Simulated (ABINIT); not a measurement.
## A GW run on LiBr (Fm-3m) in ABINIT, with inputs changed

Aim: change inputs of a GW run on LiBr (Fm-3m) and see what moves.

Calculated with ABINIT 10.8.3; PBE and many-body steps on it, plane waves.

**1. The starting structure**

It takes space group Fm-3m (No. 225, cubic). Conventional cell: a = 5.501 Å, b = 5.501 Å, c = 5.501 Å, α = 90.00°, β = 90.00°, γ = 90.00°. Nearest to Li lie 6 Br at 2.75 Å. Nearest to Br lie 6 Li at 2.75 Å. Farther neighbours and most contacts between anions are not listed.

The cell and positions come from the Crystallography Open Database and are kept as given unless a step says otherwise.

**2. Screening, 6×6×6 mesh, 256 bands, screening to 266.7 eV**

This step: ABINIT 10.8.3; RPA screening on PBE, plane waves, norm-conserving pseudopotentials.

The RPA dielectric matrix is built and inverted for each q.

Contents of run.abi:

```
acell 3*1.0 Angstrom
rprim 
  0.000000000000 2.750650000000 2.750650000000
  2.750650000000 0.000000000000 2.750650000000
  2.750650000000 2.750650000000 0.000000000000
ntypat 2
znucl 3 35
natom 2
typat 1 2
xred 
  0.000000000000 0.000000000000 0.000000000000
  0.500000000000 0.500000000000 0.500000000000
pp_dirpath "pseudos"
pseudos "Li.upf, Br.upf"
ecut 33
ngkpt 6 6 6
nshiftk 1
shiftk 0 0 0
kptopt 1
chksymbreak 0
istwfk *1
occopt 1
irdwfk 1
optdriver 3
nband 256
ecuteps 9.8
inclvkb 2
awtr 1
symchi 1
indata_prefix "in"
outdata_prefix "out"
tmpdata_prefix "tmp"
```

Launch:

```console
> OMP_NUM_THREADS=1 mpirun -n 8 abinit run.abi > log
```

What it wrote:

```text
.Version 10.8.3 of ABINIT. v10.8.2 released Aug 2026.

 Symmetries : space group Fm -3 m (#225); Bravais cF (face-center cubic)
[... echo of the input left out ...]
== DATASET  1 ==================================================================
-   mpi_nproc: 8, omp_nthreads: 1 (-1 if OMP is not activated)

--- !DatasetInfo
iteration_state: {dtset: 1, }
dimensions: {natom: 2, nkpt: 16, mband: 256, nsppol: 1, nspinor: 1, nspden: 1, mpw: 2637, }
cutoff_energies: {ecut:  33.0, pawecutdg:  -1.0, }
electrons: {nelect:   1.00000000E+01, charge:   0.00000000E+00, occopt:   1.00000000E+00, tsmear:   1.00000000E-02, }

 SCREENING: Calculation of the susceptibility and dielectric matrices

 Based on a program developped by R.W. Godby, V. Olevano, G. Onida, and L. Reining.
 Incorporated in ABINIT by V. Olevano, G.-M. Rignanese, and M. Torrent.
.Using double precision arithmetic ; gwpc =  8

[... cell and pseudopotentials left out ...]
--------------------------------------------------------------------------------

 ==== K-mesh for the wavefunctions ====
 Number of points in the irreducible wedge :    16
[... list of points left out ...]
 Together with 48 symmetry operations and time-reversal symmetry
 yields   216 points in the full Brillouin Zone.

 ==== Q-mesh for the screening function ====
 Number of points in the irreducible wedge :    16
[... list of points left out ...]
 Together with 48 symmetry operations and time-reversal symmetry
 yields   216 points in the full Brillouin Zone.

 setmesh: FFT mesh size selected  =    30x   30x   30
          total number of points  =        27000

 vcoul_init : cutoff-mode = AUXILIARY_FUNCTION
 q-points for optical limit:   1
     1)      0.000010    0.000020    0.000030

- screening: taking advantage of time-reversal symmetry
- Maximum band index for partially occupied states nbvw = 5
- Remaining bands to be divided among processors   nbcw = 251
- Number of bands treated by each node ~31

 Number of electrons calculated from density =   10.0000; Expected =   10.0000
 average of density, n =  0.035601
 r_s =    1.8857
 omega_plasma =   18.2008 [eV]

 calculating chi0 at frequencies [eV] :
  1    0.000000E+00    0.000000E+00
  2    0.000000E+00    1.820075E+01

--------------------------------------------------------------------------------
  q-point number  1        q = ( 0.000000, 0.000000, 0.000000) [r.l.u.]
--------------------------------------------------------------------------------
[... chi0 elements left out ...]
 For q-point:  0.000010 0.000020 0.000030
  dielectric constant =   3.1700
  dielectric constant without local fields =   3.7701

  Average fulfillment of the sum rule on Im[epsilon] for q-point    1 :     96.89  [%]
[... wings left out ...]
  q-point number  2        q = ( 0.166667, 0.000000, 0.000000) [r.l.u.]
--------------------------------------------------------------------------------
[... chi0 elements left out ...]
  Average fulfillment of the sum rule on Im[epsilon] for q-point    2 :    101.63  [%]

 [... 14 further q-points ...]
```

Elapsed: 2.2 min, on 8 MPI ranks of Intel Xeon Platinum 8488C (Sapphire Rapids), shared host; peak memory 3.4 GiB.

Numbers from this step:

```
ε∞ with local fields, on this mesh, along the program's q direction : 3.17
the same without local fields                                       : 3.770
plasma frequency                                                    : 18.20 eV
plane waves in the screening matrix                                 : 411
```

Local fields lower ε∞ by 16 %.

**3. Base**

The self-energy is evaluated for the states that the input lists, and the levels follow from it, in one-shot runs by the linearised quasiparticle equation.

This step: G0W0 on PBE, plane waves, norm-conserving pseudopotentials.

run.abi: that of step 2 with these lines changed.

```diff
@@ -23,8 +23,15 @@
 irdwfk 1
-optdriver 3
+optdriver 4
 nband 256
+gwcalctyp 0
+ecutsigx 33
+symsigma 1
+nkptgw 1
+kptgw 
+  0.0000000000 0.0000000000 0.0000000000
+bdgw 
+  3 9
 ecuteps 9.8
-inclvkb 2
-awtr 1
-symchi 1
+irdscr 1
+ppmodel 1
 indata_prefix "in"
```

What it wrote:

```text
.Version 10.8.3 of ABINIT. v10.8.2 released Aug 2026.

 Symmetries : space group Fm -3 m (#225); Bravais cF (face-center cubic)
[... echo of the input left out ...]
== DATASET  1 ==================================================================
-   mpi_nproc: 8, omp_nthreads: 1 (-1 if OMP is not activated)

--- !DatasetInfo
iteration_state: {dtset: 1, }
dimensions: {natom: 2, nkpt: 16, mband: 256, nsppol: 1, nspinor: 1, nspden: 1, mpw: 2637, }
cutoff_energies: {ecut:  33.0, pawecutdg:  -1.0, }
electrons: {nelect:   1.00000000E+01, charge:   0.00000000E+00, occopt:   1.00000000E+00, tsmear:   1.00000000E-02, }

 SIGMA: Calculation of the GW corrections

 Based on a program developped by R.W. Godby, V. Olevano, G. Onida, and L. Reining.
 Incorporated in ABINIT by V. Olevano, G.-M. Rignanese, and M. Torrent.
.Using double precision arithmetic ; gwpc =  8

[... cell and pseudopotentials left out ...]
--------------------------------------------------------------------------------

 ==== K-mesh for the wavefunctions ====
 Number of points in the irreducible wedge :    16
[... list of points left out ...]
 Together with 48 symmetry operations and time-reversal symmetry
 yields   216 points in the full Brillouin Zone.

 ==== Q-mesh for screening function ====
 Number of points in the irreducible wedge :    16
[... list of points left out ...]
 Together with 48 symmetry operations and time-reversal symmetry
 yields   216 points in the full Brillouin Zone.

 vcoul_init : cutoff-mode = AUXILIARY_FUNCTION
 q-points for optical limit:   1
     1)      0.000010    0.000020    0.000030
 setmesh: FFT mesh size selected  =    40x   40x   40
          total number of points  =        64000

 Number of electrons calculated from density =   10.0000; Expected =   10.0000
 average of density, n =  0.035601
 r_s =    1.8857
 omega_plasma =   18.2008 [eV]

 === KS Band Gaps ===
  >>>> For spin  1
   Minimum direct gap =   4.9381 [eV], located at k-point      :   0.0000  0.0000  0.0000
   Fundamental gap    =   4.9381 [eV], Top of valence bands at :   0.0000  0.0000  0.0000
                                       Bottom of conduction at :   0.0000  0.0000  0.0000
 SIGMA fundamental parameters:
 PLASMON POLE MODEL  1
 number of plane-waves for SigmaX                 2637
 number of plane-waves for SigmaC and W            411
 number of plane-waves for wavefunctions          2637
 number of bands                                   256
 number of independent spin polarizations            1
 number of spinorial components                      1
 number of k-points in IBZ                          16
 number of q-points in IBZ                          16
 number of symmetry operations                      48
 number of k-points in BZ                          216
 number of q-points in BZ                          216
 number of frequencies for dSigma/dE                 9
 frequency step for dSigma/dE [eV]                0.25
 number of omega for Sigma on real axis              0
 max omega for Sigma on real axis  [eV]           0.00
 zcut for avoiding poles [eV]                     0.10

 EPSILON^-1 parameters (SCR file):
 dimension of the eps^-1 matrix on file            411
 dimension of the eps^-1 matrix used               411
 number of plane-waves for wavefunctions          2637
 number of bands                                   256
 number of q-points in IBZ                          16
 number of frequencies                               2
 number of real frequencies                          1
 number of imag frequencies                          1

 matrix elements of self-energy operator (all in [eV])

 Perturbative Calculation

--- !SelfEnergy_ee
iteration_state: {dtset: 1, }
kpoint     : [   0.000,    0.000,    0.000, ]
spin       : 1
KS_gap     :    4.938
QP_gap     :    7.142
Delta_QP_KS:    2.204
data: !SigmaeeData |
     Band     E0 <VxcDFT>   SigX SigC(E0)      Z dSigC/dE  Sig(E)    E-E0       E
        3   0.621 -13.197 -16.770   1.551   0.804  -0.243 -14.823  -1.626  -1.005
        4   0.621 -13.197 -16.770   1.551   0.804  -0.243 -14.823  -1.626  -1.005
        5   0.621 -13.197 -16.770   1.551   0.804  -0.243 -14.823  -1.626  -1.005
        6   5.559  -8.505  -4.368  -3.450   0.840  -0.190  -7.927   0.577   6.136
        7  11.140  -8.415  -3.746  -3.769   0.833  -0.201  -7.665   0.750  11.890
        8  11.140  -8.415  -3.746  -3.769   0.833  -0.201  -7.665   0.750  11.890
        9  11.140  -8.415  -3.746  -3.769   0.833  -0.201  -7.665   0.750  11.890

== END DATASET(S) ==============================================================
================================================================================

 -outvars: echo values of variables after computation  --------
           etotal      0.0000000000E+00
            nband         256
             nkpt          16
          spgroup         225
 [... the other variables as echoed above ...]

 Calculation completed.
```

Elapsed: 25 s, on 8 MPI ranks; peak memory 4 GiB; 3.3 min of CPU time.

Numbers from this step:

| Quantity | Value |
| --- | --- |
| G0W0 gap on the points computed | 7.141 eV |
| starting gap on the mesh | 4.938 eV |
| k of the valence top | 0, 0, 0 |
| k of the conduction bottom | 0, 0, 0 |
| Z at the valence top | 0.804 |
| Z at the conduction bottom | 0.84 |
| least direct G0W0 gap on the computed points | 7.141 eV |

The gap on the mesh goes from 4.94 eV to 7.14 eV, a correction of +2.20 eV.

**4. Coulomb singularity**

run.abi: that of step 3 with these lines changed.

```diff
@@ -36,2 +36,3 @@
 ppmodel 1
+gw_icutcoul 7
 indata_prefix "in"
```

What it wrote:

```text
.Version 10.8.3 of ABINIT. v10.8.2 released Aug 2026.

 Symmetries : space group Fm -3 m (#225); Bravais cF (face-center cubic)
[... echo of the input left out ...]
== DATASET  1 ==================================================================
-   mpi_nproc: 8, omp_nthreads: 1 (-1 if OMP is not activated)

--- !DatasetInfo
iteration_state: {dtset: 1, }
dimensions: {natom: 2, nkpt: 16, mband: 256, nsppol: 1, nspinor: 1, nspden: 1, mpw: 2637, }
cutoff_energies: {ecut:  33.0, pawecutdg:  -1.0, }
electrons: {nelect:   1.00000000E+01, charge:   0.00000000E+00, occopt:   1.00000000E+00, tsmear:   1.00000000E-02, }

 SIGMA: Calculation of the GW corrections

 Based on a program developped by R.W. Godby, V. Olevano, G. Onida, and L. Reining.
 Incorporated in ABINIT by V. Olevano, G.-M. Rignanese, and M. Torrent.
.Using double precision arithmetic ; gwpc =  8

[... cell and pseudopotentials left out ...]
--------------------------------------------------------------------------------

 ==== K-mesh for the wavefunctions ====
 Number of points in the irreducible wedge :    16
[... list of points left out ...]
 Together with 48 symmetry operations and time-reversal symmetry
 yields   216 points in the full Brillouin Zone.

 ==== Q-mesh for screening function ====
 Number of points in the irreducible wedge :    16
[... list of points left out ...]
 Together with 48 symmetry operations and time-reversal symmetry
 yields   216 points in the full Brillouin Zone.

 vcoul_init : cutoff-mode = AUX_GB
 q-points for optical limit:   1
     1)      0.000010    0.000020    0.000030
 setmesh: FFT mesh size selected  =    40x   40x   40
          total number of points  =        64000

 Number of electrons calculated from density =   10.0000; Expected =   10.0000
[...]
number of q-points in BZ                          216
 number of frequencies for dSigma/dE                 9
 frequency step for dSigma/dE [eV]                0.25
 number of omega for Sigma on real axis              0
 max omega for Sigma on real axis  [eV]           0.00
 zcut for avoiding poles [eV]                     0.10

 EPSILON^-1 parameters (SCR file):
 dimension of the eps^-1 matrix on file            411
 dimension of the eps^-1 matrix used               411
 number of plane-waves for wavefunctions          2637
 number of bands                                   256
 number of q-points in IBZ                          16
 number of frequencies                               2
 number of real frequencies                          1
 number of imag frequencies                          1

 matrix elements of self-energy operator (all in [eV])

 Perturbative Calculation

--- !SelfEnergy_ee
iteration_state: {dtset: 1, }
kpoint     : [   0.000,    0.000,    0.000, ]
spin       : 1
KS_gap     :    4.938
QP_gap     :    7.142
Delta_QP_KS:    2.204
data: !SigmaeeData |
     Band     E0 <VxcDFT>   SigX SigC(E0)      Z dSigC/dE  Sig(E)    E-E0       E
        3   0.621 -13.197 -16.773   1.552   0.804  -0.243 -14.825  -1.628  -1.007
        4   0.621 -13.197 -16.773   1.552   0.804  -0.243 -14.825  -1.628  -1.007
        5   0.621 -13.197 -16.773   1.552   0.804  -0.243 -14.825  -1.628  -1.007
        6   5.559  -8.505  -4.368  -3.451   0.840  -0.190  -7.928   0.576   6.136
        7  11.140  -8.415  -3.746  -3.770   0.833  -0.201  -7.666   0.749  11.889
        8  11.140  -8.415  -3.746  -3.770   0.833  -0.201  -7.666   0.749  11.889
        9  11.140  -8.415  -3.746  -3.770   0.833  -0.201  -7.666   0.749  11.889

== END DATASET(S) ==============================================================
================================================================================

 -outvars: echo values of variables after computation  --------
           etotal      0.0000000000E+00
            nband         256
             nkpt          16
          spgroup         225
 [... the other variables as echoed above ...]

 Calculation completed.
```

It took 29 s on 8 MPI ranks; peak memory 4 GiB.

Numbers from this step:

* G0W0 gap on the points computed: 7.143 eV
* starting gap on the mesh: 4.938 eV
* k of the valence top: 0, 0, 0
* k of the conduction bottom: 0, 0, 0
* Z at the valence top: 0.804
* Z at the conduction bottom: 0.84
* least direct G0W0 gap on the computed points: 7.143 eV

Against G0W0 in ABINIT (6×6×6 mesh, 256 bands, screening to 266.7 eV, Godby-Needs plasmon pole), the gap moves by +0.002 eV.

**5. Side by side**

Times are wall times on 8 MPI ranks of Intel Xeon Platinum 8488C (Sapphire Rapids), shared host, good to a factor of about two. A run's time includes the screening step that it read.

```csv
run,mesh,bands,screening cutoff (eV),DFT gap (eV),gap on the mesh (eV),direct (eV),ε∞ used,time
base,6×6×6,256,266.7,4.938,7.141,7.141,3.17,2.6 min
Coulomb singularity,6×6×6,256,266.7,4.938,7.143,7.143,3.17,2.7 min
```

**6. Outcome**

```json
{
  "base": "7.141 eV",
  "Coulomb singularity": "7.143 eV",
  "known limits": "not at the basis limit; no spin-orbit coupling"
}
```

**Reading.** Coulomb singularity: +0.002 eV against base (keys changed: gw_icutcoul). Bands and cutoff are finite, so the gap is not at the basis limit. The miss can reach some tenths of an eV and take either sign; the mesh is an error of its own. In the G0W0 runs levels were corrected at 1 k point alone, so a gap called «on the mesh» is the least over those, and an edge elsewhere would be missed. The many-body steps are scalar-relativistic: spin-orbit coupling is not in them.

[Paths, hosts, dates, memory and timing lines, banners, echoed tables and standing remarks are left out of the program output.]

[Logs are printed without paths, hosts, clocks, repeated set-up lines and the standing remarks that a program may print on its own settings, such as how far it seeks lower states.]

[Runs of the session that timed out or met a known fault of the program may be left out.]

[Hosts, paths, dates, database ids (printed as entryN), source tags and the programs' standing remarks are cut or masked in the printed files.]

[G0W0 gaps are taken among the corrected bands and points alone; a level outside them can change the order at an edge.]

[Where Ansatz stands beside ABINIT at settings called matched, ABINIT's density can come from a denser mesh and the files from another edition; pairs whose starting gaps differed by over 0.03 eV were left out, so agreement reads better than it is.]
